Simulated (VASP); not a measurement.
Crystal: BN.

```xyz
2
Lattice="0.0000 1.8033 1.8033 1.8033 0.0000 1.8033 1.8033 1.8033 0.0000" Properties=species:S:1:pos:R:3 pbc="T T T"
B     0.0000    0.0000    0.0000
N     0.9017    0.9017    0.9017
```

The cell is a database's computed one.

Program: VASP 6.6.1. Alike in all runs: task band structure; potentials or basis VASP PAW PBE potentials, release 64 (B, N); no spin polarisation; cell as given; k mesh 12 × 12 × 12; cutoff (eV) 520; smearing gaussian 0.02 eV.

Problem. Order these runs on this cell by their band gap on the k mesh, lowest first.
A. level r2SCAN
B. level PBEsol
C. level TB-mBJ

Solution. B (4.28 eV), A (4.98 eV), C (5.80 eV).

